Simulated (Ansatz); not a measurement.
# Ti: a strain scan

Aim: for Ti, see how energy and stress answer to the strain pattern (0, 0, 1, 0, 0, 0).

Program: Ansatz 0.2.0. Level of theory: DFT LDA, scalar-relativistic, plane waves, PAW. These are calculated values, not measurements.

### Step 1. The system as given

The structure is cubic, space group Fm-3m (No. 225). Conventional cell: a = 4.060 Å, b = 4.060 Å, c = 4.060 Å, α = 90.00°, β = 90.00°, γ = 90.00°. Around Ti (site symmetry m-3m) lie 12 Ti at 2.87 Å.

Structure file:

```xyz
1
Lattice="0.0000 2.0300 2.0300 2.0300 0.0000 2.0300 2.0300 2.0300 0.0000" Properties=species:S:1:pos:R:3 pbc="T T T"
Ti    0.0000    0.0000    0.0000
```

Source of the structure: the Crystallography Open Database.

### Step 2. Quick check of gap, pressure and forces

Input file input.yaml:

```yaml
crystal:
  lattice:
    - [0.0, 2.03, 2.03]
    - [2.03, 0.0, 2.03]
    - [2.03, 2.03, 0.0]
  atoms:
    - { symbol: Ti, position: [0.0, 0.0, 0.0] }
basis:
  ecutwfc: 420
kpoints:
  mp_grid: { grid: [8, 8, 8] }
hamiltonian:
  xc: lda
scf:
  occupations: { method: gaussian, width: 0.1 }
output:
  forces: true
  stress: true
  eigenvalues: true
```

Command:

```console
> ansatz run input.yaml --threads 1 --pin off --max-ram 1228MiB --backend cpu --events-out ev --progress --plain --runs-dir out
```

Log, cut to the lines that bear on the results:

```text
Warning: RAYON_NUM_THREADS=1 ignored (pool sized by the plan → 1); use --threads N
[...]
Pseudopotentials: kind: paw
Pseudopotential: Ti, paw, valence charge 12, recommended cutoff 420 eV (normal), Ti.paw.azcp
Functional definition: SPW92
[...]
Crystal: 1 atoms, lattice volume = 16.731 Å³
Basis set: ecut = 420 eV, 331 PW (Γ)
Bands: 10, of which v1, the nominal top of the filled ones, is band 6 counted from 1 (5 counted from 0)
Symmetry: 48 space group operations
Space group: Fm-3m (ITA 225), of the structure as read, at distance tolerance 2.6e-5 Å
k-points: 29 of 512
[...]
SCF iter   1: F=—  HF=-2450.238215 eV  |F-HF|=—  |Δ(HF+E_count)|=         —  Δρ=6.82e-3  dr2=2.79e-3  ethr=1.77e-3  ⟨swp⟩=4.4  Hψ=1536  notcnv=0
[...]
SCF iter   6: F=-2450.237825 eV  HF=-2450.237825 eV  |F-HF|=6.82e-12  |Δ(HF+E_count)|=  4.17e-10  Δρ=4.18e-7  dr2=5.58e-12  ethr=1.22e-11  ⟨swp⟩=1.4  Hψ=903  notcnv=0
[...]
SCF converged after 6 iterations
Free energy (F): -2450.237825 eV
[...]
E sigma→0 (E₀):  -2450.233681 eV
Entropy (-TS):   -0.008287 eV (-8.287 meV/atom)
Fermi energy:    13.574082 eV
[...]
--- Forces (eV/Å), atoms counted from 1 ---
  atom   1  Ti    -0.00000000    -0.00000000    -0.00000000
[...]
--- Stress (GPa, compression-positive) ---
       -5.005249       0.000000       0.000000
       -0.000000      -5.005249      -0.000000
        0.000000      -0.000000      -5.005249
  P = ⅓ Tr σ = -5.0052 GPa (-50.052 kbar)
--- Band table (eV; the first three rows and the last of 29) ---
  k-point 0: bands = ["-42.4950", "-18.6144", "-18.6144", "-18.6144", "7.4615", "14.4151", "14.4151", "14.4151", "16.1136", "16.1136"]
[...]
```

It took 0.52 s on 1 thread of an Arm CPU, shared host; peak memory 0.24 GiB.

No relaxation comes first: the listed cell is the starting point.

### Step 3. Zero of the scan

input.yaml, as its differences from that of step 2:

```diff
@@ -10,3 +10,3 @@
 kpoints:
-  mp_grid: { grid: [8, 8, 8] }
+  mp_grid: { grid: [20, 20, 20] }
 hamiltonian:
@@ -14,3 +14,3 @@
 scf:
-  occupations: { method: gaussian, width: 0.1 }
+  occupations: { method: gaussian, width: 0.15 }
 output:
```

Command:

```console
> ansatz run input.yaml --threads 1 --pin off --max-ram 1228MiB --backend cpu --events-out ev --progress --plain --runs-dir out
```

Log, cut to the lines that bear on the results:

```text
Warning: RAYON_NUM_THREADS=1 ignored (pool sized by the plan → 1); use --threads N
[...]
[... 3 set-up lines as earlier in the session ...]
[...]
Crystal: 1 atoms, lattice volume = 16.731 Å³
Basis set: ecut = 420 eV, 331 PW (Γ)
Bands: 10, of which v1, the nominal top of the filled ones, is band 6 counted from 1 (5 counted from 0)
[... 2 set-up lines as earlier in the session ...]
k-points: 256 of 8000
[...]
SCF iter   1: F=—  HF=-2450.248697 eV  |F-HF|=—  |Δ(HF+E_count)|=         —  Δρ=5.90e-3  dr2=2.08e-3  ethr=1.77e-3  ⟨swp⟩=4.4  Hψ=13383  notcnv=0
[...]
SCF iter   6: F=-2450.248428 eV  HF=-2450.248428 eV  |F-HF|=9.09e-12  |Δ(HF+E_count)|=   2.55e-9  Δρ=6.01e-7  dr2=1.09e-11  ethr=6.68e-11  ⟨swp⟩=2.0  Hψ=7871  notcnv=0
[...]
SCF converged after 6 iterations
Free energy (F): -2450.248428 eV
[...]
E sigma→0 (E₀):  -2450.239066 eV
Entropy (-TS):   -0.018722 eV (-18.722 meV/atom)
Fermi energy:    13.552444 eV
[...]
--- Forces (eV/Å), atoms counted from 1 ---
  atom   1  Ti     0.00000000     0.00000000     0.00000000
[...]
--- Stress (GPa, compression-positive) ---
       -4.869801       0.000000       0.000000
        0.000000      -4.869801       0.000000
        0.000000      -0.000000      -4.869801
  P = ⅓ Tr σ = -4.8698 GPa (-48.698 kbar)
--- Band table (eV; the first three rows and the last of 256) ---
  k-point 0: bands = ["-42.4864", "-18.6060", "-18.6060", "-18.6060", "7.4615", "14.4230", "14.4230", "14.4230", "16.1188", "16.1188"]
[...]
```

Wall time 2 s (1 thread of an Arm CPU, shared host); peak memory 0.31 GiB.

Reference values: F = -2450.2484 eV; pressure -4.87 GPa; largest force 0.000 eV/Å; gap on the mesh none (metal).

### Step 4. Next: a strain scan

The cell is strained by ε times the Voigt pattern (0, 0, 1, 0, 0, 0) (xx, yy, zz, yz, xz, xy; engineering shear), with fractional coordinates fixed (clamped ions). The stress on the pattern is the sum of the stress components weighted by it, tension positive.

### Step 5. At ε = -0.1500

input.yaml, as its differences from that of step 3:

```diff
@@ -2,4 +2,4 @@
   lattice:
-    - [0.0, 2.03, 2.03]
-    - [2.03, 0.0, 2.03]
+    - [0.0, 2.03, 1.7255]
+    - [2.03, 0.0, 1.7255]
     - [2.03, 2.03, 0.0]
```

Command:

```console
> ansatz run input.yaml --threads 1 --pin off --max-ram 1228MiB --backend cpu --events-out ev --progress --plain --runs-dir out
```

Log, cut to the lines that bear on the results:

```text
Warning: RAYON_NUM_THREADS=1 ignored (pool sized by the plan → 1); use --threads N
[...]
[... 3 set-up lines as earlier in the session ...]
[...]
Crystal: 1 atoms, lattice volume = 14.221 Å³
Basis set: ecut = 420 eV, 289 PW (Γ)
Bands: 10, of which v1, the nominal top of the filled ones, is band 6 counted from 1 (5 counted from 0)
Symmetry: 16 space group operations
Space group: I4/mmm (ITA 139), of the structure as read, at distance tolerance 2.4e-5 Å
k-points: 641 of 8000
[...]
SCF iter   1: F=—  HF=-2450.152842 eV  |F-HF|=—  |Δ(HF+E_count)|=         —  Δρ=6.46e-3  dr2=2.04e-3  ethr=1.77e-3  ⟨swp⟩=4.5  Hψ=33293  notcnv=0
[...]
SCF iter   6: F=-2450.152205 eV  HF=-2450.152205 eV  |F-HF|=8.19e-12  |Δ(HF+E_count)|=  2.03e-10  Δρ=7.50e-7  dr2=2.43e-11  ethr=9.99e-12  ⟨swp⟩=1.1  Hψ=19493  notcnv=0
[...]
SCF converged after 6 iterations
Free energy (F): -2450.152205 eV
[...]
E sigma→0 (E₀):  -2450.142039 eV
Entropy (-TS):   -0.020333 eV (-20.333 meV/atom)
Fermi energy:    16.306200 eV
[...]
--- Forces (eV/Å), atoms counted from 1 ---
  atom   1  Ti    -0.00000000     0.00000000     0.00000000
[...]
--- Stress (GPa, compression-positive) ---
       16.416130       0.000000       0.000000
        0.000000      16.416130       0.000000
        0.000000      -0.000000      17.798245
  P = ⅓ Tr σ = 16.8768 GPa (168.768 kbar)
--- Band table (eV; the first three rows and the last of 641) ---
  k-point 0: bands = ["-39.4250", "-15.2604", "-15.2604", "-15.2485", "10.0426", "17.0267", "17.0267", "18.4109", "18.4411", "20.0177"]
[...]
```

Wall time 4.5 s (1 thread of an Arm CPU, shared host); peak memory 0.37 GiB.

### Step 6. At ε = 0.1125

input.yaml, as its differences from that of step 5:

```diff
@@ -2,4 +2,4 @@
   lattice:
-    - [0.0, 2.03, 1.7255]
-    - [2.03, 0.0, 1.7255]
+    - [0.0, 2.03, 2.258375]
+    - [2.03, 0.0, 2.258375]
     - [2.03, 2.03, 0.0]
```

Command:

```console
> ansatz run input.yaml --threads 1 --pin off --max-ram 1228MiB --backend cpu --events-out ev --progress --plain --runs-dir out
```

Log, cut to the lines that bear on the results:

```text
[...]
SCF converged after 6 iterations
Free energy (F): -2450.119821 eV
[...]
E sigma→0 (E₀):  -2450.107555 eV
Entropy (-TS):   -0.024532 eV (-24.532 meV/atom)
Fermi energy:    11.866193 eV
[...]
--- Forces (eV/Å), atoms counted from 1 ---
  atom   1  Ti    -0.00000000    -0.00000000     0.00000000
[...]
--- Stress (GPa, compression-positive) ---
      -13.183552       0.000000       0.000000
        0.000000     -13.183552       0.000000
        0.000000       0.000000     -16.097234
  P = ⅓ Tr σ = -14.1548 GPa (-141.548 kbar)
--- Band table (eV; the first three rows and the last of 641) ---
  k-point 0: bands = ["-44.3236", "-20.5741", "-20.5466", "-20.5466", "6.0519", "12.1844", "13.0216", "13.0216", "13.6287", "14.5872"]
[...]
```

It took 5.8 s on 1 thread of an Arm CPU, shared host; peak memory 0.4 GiB.

### Step 7. ε = -0.0750

input.yaml, as its differences from that of step 6:

```diff
@@ -2,4 +2,4 @@
   lattice:
-    - [0.0, 2.03, 2.258375]
-    - [2.03, 0.0, 2.258375]
+    - [0.0, 2.03, 1.87775]
+    - [2.03, 0.0, 1.87775]
     - [2.03, 2.03, 0.0]
```

Command:

```console
> ansatz run input.yaml --threads 1 --pin off --max-ram 1228MiB --backend cpu --events-out ev --progress --plain --runs-dir out
```

Log, cut to the lines that bear on the results:

```text
[...]
SCF converged after 6 iterations
Free energy (F): -2450.245774 eV
[...]
E sigma→0 (E₀):  -2450.236496 eV
Entropy (-TS):   -0.018557 eV (-18.557 meV/atom)
Fermi energy:    14.843459 eV
[...]
--- Forces (eV/Å), atoms counted from 1 ---
  atom   1  Ti    -0.00000000     0.00000000    -0.00000000
[...]
--- Stress (GPa, compression-positive) ---
        3.661571       0.000000       0.000000
        0.000000       3.661571       0.000000
        0.000000       0.000000       5.966128
  P = ⅓ Tr σ = 4.4298 GPa (44.298 kbar)
--- Band table (eV; the first three rows and the last of 641) ---
  k-point 0: bands = ["-41.0612", "-17.0668", "-17.0668", "-17.0533", "8.6301", "15.5823", "15.5823", "16.2413", "17.2321", "18.0023"]
[...]
```

Run time: 4.7 s. Hardware: 1 thread of an Arm CPU, shared host; peak memory 0.37 GiB.

### Step 8. ε = 0.0375

input.yaml, as its differences from that of step 7:

```diff
@@ -2,4 +2,4 @@
   lattice:
-    - [0.0, 2.03, 1.87775]
-    - [2.03, 0.0, 1.87775]
+    - [0.0, 2.03, 2.106125]
+    - [2.03, 0.0, 2.106125]
     - [2.03, 2.03, 0.0]
```

Command:

```console
> ansatz run input.yaml --threads 1 --pin off --max-ram 1228MiB --backend cpu --events-out ev --progress --plain --runs-dir out
```

Log, cut to the lines that bear on the results:

```text
Warning: RAYON_NUM_THREADS=1 ignored (pool sized by the plan → 1); use --threads N
[...]
[... 3 set-up lines as earlier in the session ...]
[...]
Crystal: 1 atoms, lattice volume = 17.358 Å³
Basis set: ecut = 420 eV, 331 PW (Γ)
Bands: 10, of which v1, the nominal top of the filled ones, is band 6 counted from 1 (5 counted from 0)
[... 1 set-up line as earlier in the session ...]
Space group: I4/mmm (ITA 139), of the structure as read, at distance tolerance 2.6e-5 Å
k-points: 641 of 8000
[...]
SCF iter   1: F=—  HF=-2450.220754 eV  |F-HF|=—  |Δ(HF+E_count)|=         —  Δρ=5.71e-3  dr2=2.15e-3  ethr=1.77e-3  ⟨swp⟩=4.5  Hψ=33899  notcnv=0
[...]
SCF iter   6: F=-2450.220471 eV  HF=-2450.220471 eV  |F-HF|=7.73e-12  |Δ(HF+E_count)|=   4.62e-9  Δρ=6.93e-7  dr2=1.66e-11  ethr=1.23e-10  ⟨swp⟩=2.0  Hψ=20002  notcnv=0
[...]
SCF converged after 6 iterations
Free energy (F): -2450.220471 eV
[...]
E sigma→0 (E₀):  -2450.210294 eV
Entropy (-TS):   -0.020353 eV (-20.353 meV/atom)
Fermi energy:    12.960216 eV
[...]
--- Forces (eV/Å), atoms counted from 1 ---
  atom   1  Ti    -0.00000000     0.00000000     0.00000000
[...]
--- Stress (GPa, compression-positive) ---
       -8.095494       0.000000       0.000000
        0.000000      -8.095494       0.000000
        0.000000       0.000000      -9.274853
  P = ⅓ Tr σ = -8.4886 GPa (-84.886 kbar)
--- Band table (eV; the first three rows and the last of 641) ---
  k-point 0: bands = ["-43.1358", "-19.3058", "-19.2972", "-19.2972", "6.9511", "13.6187", "13.9189", "13.9189", "15.2410", "15.5901"]
[...]
```

It took 5.2 s on 1 thread of an Arm CPU, shared host; peak memory 0.39 GiB.

### Step 9. Point ε = 0.1500

input.yaml, as its differences from that of step 8:

```diff
@@ -2,4 +2,4 @@
   lattice:
-    - [0.0, 2.03, 2.106125]
-    - [2.03, 0.0, 2.106125]
+    - [0.0, 2.03, 2.3345]
+    - [2.03, 0.0, 2.3345]
     - [2.03, 2.03, 0.0]
```

Command:

```console
> ansatz run input.yaml --threads 1 --pin off --max-ram 1228MiB --backend cpu --events-out ev --progress --plain --runs-dir out
```

Log, cut to the lines that bear on the results:

```text
[...]
SCF converged after 6 iterations
Free energy (F): -2450.051116 eV
[...]
E sigma→0 (E₀):  -2450.037963 eV
Entropy (-TS):   -0.026306 eV (-26.306 meV/atom)
Fermi energy:    11.367926 eV
[...]
--- Forces (eV/Å), atoms counted from 1 ---
  atom   1  Ti    -0.00000000     0.00000000    -0.00000000
[...]
--- Stress (GPa, compression-positive) ---
      -15.048855       0.000000       0.000000
        0.000000     -15.048855      -0.000000
        0.000000       0.000000     -18.927451
  P = ⅓ Tr σ = -16.3417 GPa (-163.417 kbar)
--- Band table (eV; the first three rows and the last of 641) ---
  k-point 0: bands = ["-44.8648", "-21.1485", "-21.1096", "-21.1096", "5.6545", "11.5457", "12.6175", "12.6175", "12.8957", "14.1156"]
[...]
```

Run time: 5.8 s. Hardware: 1 thread of an Arm CPU, shared host; peak memory 0.4 GiB.

### Step 10. At ε = -0.1125

input.yaml, as its differences from that of step 9:

```diff
@@ -2,4 +2,4 @@
   lattice:
-    - [0.0, 2.03, 2.3345]
-    - [2.03, 0.0, 2.3345]
+    - [0.0, 2.03, 1.801625]
+    - [2.03, 0.0, 1.801625]
     - [2.03, 2.03, 0.0]
```

Command:

```console
> ansatz run input.yaml --threads 1 --pin off --max-ram 1228MiB --backend cpu --events-out ev --progress --plain --runs-dir out
```

Log, cut to the lines that bear on the results:

```text
Warning: RAYON_NUM_THREADS=1 ignored (pool sized by the plan → 1); use --threads N
[...]
[... 3 set-up lines as earlier in the session ...]
[...]
Crystal: 1 atoms, lattice volume = 14.849 Å³
Basis set: ecut = 420 eV, 307 PW (Γ)
Bands: 10, of which v1, the nominal top of the filled ones, is band 6 counted from 1 (5 counted from 0)
[... 1 set-up line as earlier in the session ...]
Space group: I4/mmm (ITA 139), of the structure as read, at distance tolerance 2.5e-5 Å
k-points: 641 of 8000
[...]
SCF iter   1: F=—  HF=-2450.211085 eV  |F-HF|=—  |Δ(HF+E_count)|=         —  Δρ=6.11e-3  dr2=1.89e-3  ethr=1.77e-3  ⟨swp⟩=4.4  Hψ=33248  notcnv=0
[...]
SCF iter   6: F=-2450.210665 eV  HF=-2450.210665 eV  |F-HF|=9.09e-13  |Δ(HF+E_count)|=  2.68e-10  Δρ=6.52e-7  dr2=2.58e-11  ethr=1.30e-11  ⟨swp⟩=1.3  Hψ=16635  notcnv=0
[...]
SCF converged after 6 iterations
Free energy (F): -2450.210665 eV
[...]
E sigma→0 (E₀):  -2450.200870 eV
Entropy (-TS):   -0.019591 eV (-19.591 meV/atom)
Fermi energy:    15.551763 eV
[...]
--- Forces (eV/Å), atoms counted from 1 ---
  atom   1  Ti    -0.00000000     0.00000000     0.00000000
[...]
--- Stress (GPa, compression-positive) ---
        9.415977       0.000000       0.000000
        0.000000       9.415977       0.000000
        0.000000       0.000000      11.979448
  P = ⅓ Tr σ = 10.2705 GPa (102.705 kbar)
--- Band table (eV; the first three rows and the last of 641) ---
  k-point 0: bands = ["-40.2741", "-16.2030", "-16.2030", "-16.1878", "9.3017", "16.2606", "16.2606", "17.2754", "17.8219", "18.9969"]
[...]
```

Run time: 4.6 s. Hardware: 1 thread of an Arm CPU, shared host; peak memory 0.37 GiB.

### Step 11. ε = 0.0750

input.yaml, as its differences from that of step 10:

```diff
@@ -2,4 +2,4 @@
   lattice:
-    - [0.0, 2.03, 1.801625]
-    - [2.03, 0.0, 1.801625]
+    - [0.0, 2.03, 2.18225]
+    - [2.03, 0.0, 2.18225]
     - [2.03, 2.03, 0.0]
```

Command:

```console
> ansatz run input.yaml --threads 1 --pin off --max-ram 1228MiB --backend cpu --events-out ev --progress --plain --runs-dir out
```

Log, cut to the lines that bear on the results:

```text
Warning: RAYON_NUM_THREADS=1 ignored (pool sized by the plan → 1); use --threads N
[...]
[... 3 set-up lines as earlier in the session ...]
[...]
Crystal: 1 atoms, lattice volume = 17.986 Å³
Basis set: ecut = 420 eV, 347 PW (Γ)
Bands: 10, of which v1, the nominal top of the filled ones, is band 6 counted from 1 (5 counted from 0)
[... 2 set-up lines as earlier in the session ...]
k-points: 641 of 8000
[...]
SCF iter   1: F=—  HF=-2450.177117 eV  |F-HF|=—  |Δ(HF+E_count)|=         —  Δρ=5.56e-3  dr2=2.30e-3  ethr=1.77e-3  ⟨swp⟩=4.5  Hψ=34056  notcnv=0
[...]
SCF iter   6: F=-2450.176775 eV  HF=-2450.176775 eV  |F-HF|=4.55e-12  |Δ(HF+E_count)|=   6.04e-9  Δρ=7.44e-7  dr2=3.06e-11  ethr=1.62e-10  ⟨swp⟩=2.0  Hψ=20232  notcnv=0
[...]
SCF converged after 6 iterations
Free energy (F): -2450.176775 eV
[...]
E sigma→0 (E₀):  -2450.165498 eV
Entropy (-TS):   -0.022554 eV (-22.554 meV/atom)
Fermi energy:    12.397844 eV
[...]
--- Forces (eV/Å), atoms counted from 1 ---
  atom   1  Ti    -0.00000000     0.00000000    -0.00000000
[...]
--- Stress (GPa, compression-positive) ---
      -10.863834       0.000000       0.000000
        0.000000     -10.863834       0.000000
        0.000000       0.000000     -12.932539
  P = ⅓ Tr σ = -11.5534 GPa (-115.534 kbar)
--- Band table (eV; the first three rows and the last of 641) ---
  k-point 0: bands = ["-43.7476", "-19.9607", "-19.9430", "-19.9430", "6.4828", "12.8742", "13.4538", "13.4538", "14.4105", "15.0793"]
[...]
```

Run time: 5.6 s. Hardware: 1 thread of an Arm CPU, shared host; peak memory 0.39 GiB.

### Step 12. Point ε = -0.0375

input.yaml, as its differences from that of step 11:

```diff
@@ -2,4 +2,4 @@
   lattice:
-    - [0.0, 2.03, 2.18225]
-    - [2.03, 0.0, 2.18225]
+    - [0.0, 2.03, 1.953875]
+    - [2.03, 0.0, 1.953875]
     - [2.03, 2.03, 0.0]
```

Command:

```console
> ansatz run input.yaml --threads 1 --pin off --max-ram 1228MiB --backend cpu --events-out ev --progress --plain --runs-dir out
```

Log, cut to the lines that bear on the results:

```text
[...]
SCF converged after 6 iterations
Free energy (F): -2450.257693 eV
[...]
E sigma→0 (E₀):  -2450.248564 eV
Entropy (-TS):   -0.018257 eV (-18.257 meV/atom)
Fermi energy:    14.179324 eV
[...]
--- Forces (eV/Å), atoms counted from 1 ---
  atom   1  Ti    -0.00000000     0.00000000    -0.00000000
[...]
--- Stress (GPa, compression-positive) ---
       -1.004031       0.000000       0.000000
        0.000000      -1.004031       0.000000
        0.000000       0.000000       0.227083
  P = ⅓ Tr σ = -0.5937 GPa (-5.937 kbar)
--- Band table (eV; the first three rows and the last of 641) ---
  k-point 0: bands = ["-41.7964", "-17.8647", "-17.8647", "-17.8571", "8.0191", "14.9740", "14.9740", "15.2943", "16.6656", "17.0407"]
[...]
```

Run time: 4.8 s. Hardware: 1 thread of an Arm CPU, shared host; peak memory 0.38 GiB.

### Step 13. ε = 0.1312

input.yaml, as its differences from that of step 12:

```diff
@@ -2,4 +2,4 @@
   lattice:
-    - [0.0, 2.03, 1.953875]
-    - [2.03, 0.0, 1.953875]
+    - [0.0, 2.03, 2.296336]
+    - [2.03, 0.0, 2.296336]
     - [2.03, 2.03, 0.0]
```

Command:

```console
> ansatz run input.yaml --threads 1 --pin off --max-ram 1228MiB --backend cpu --events-out ev --progress --plain --runs-dir out
```

Log, cut to the lines that bear on the results:

```text
[...]
SCF converged after 6 iterations
Free energy (F): -2450.086948 eV
[...]
E sigma→0 (E₀):  -2450.074248 eV
Entropy (-TS):   -0.025401 eV (-25.401 meV/atom)
Fermi energy:    11.613632 eV
[...]
--- Forces (eV/Å), atoms counted from 1 ---
  atom   1  Ti    -0.00000000     0.00000000    -0.00000000
[...]
--- Stress (GPa, compression-positive) ---
      -14.165725       0.000000       0.000000
        0.000000     -14.165725       0.000000
        0.000000       0.000000     -17.556880
  P = ⅓ Tr σ = -15.2961 GPa (-152.961 kbar)
--- Band table (eV; the first three rows and the last of 641) ---
  k-point 0: bands = ["-44.5978", "-20.8653", "-20.8323", "-20.8323", "5.8498", "11.8597", "12.8168", "12.8168", "13.2571", "14.3494"]
[...]
```

It took 5.8 s on 1 thread of an Arm CPU, shared host; peak memory 0.4 GiB.

### Step 14. The scan collected

Collected from the runs (energy zero: the undisturbed cell):

```tsv
ε	ΔE (meV/atom)	stress on the pattern (GPa)	pressure (GPa)
-0.1500	96.2	-17.80	16.9
-0.1125	37.8	-11.98	10.3
-0.0750	2.7	-5.97	4.4
-0.0375	-9.3	-0.23	-0.6
0.0000	0.0	4.87	-4.9
0.0375	28.0	9.27	-8.5
0.0750	71.7	12.93	-11.6
0.1125	128.6	16.10	-14.2
0.1312	161.5	17.56	-15.3
0.1500	197.3	18.93	-16.3
```

### Step 15. What came out

| quantity | value |
| --- | --- |
| slope of the stress at ε = 0, over ±0.0375 | 127 GPa |

**Reading.** The slope of the stress at zero strain, 127 GPa, estimates C33 with clamped ions in this Cartesian frame. The step is wide, so higher orders mix in. The reference stands under -4.9 GPa, so this is no zero-stress constant. The undisturbed cell is not the lowest point: the energy is 9.3 meV/atom lower at ε = -0.0375; the cell was taken as given and not relaxed at this level.
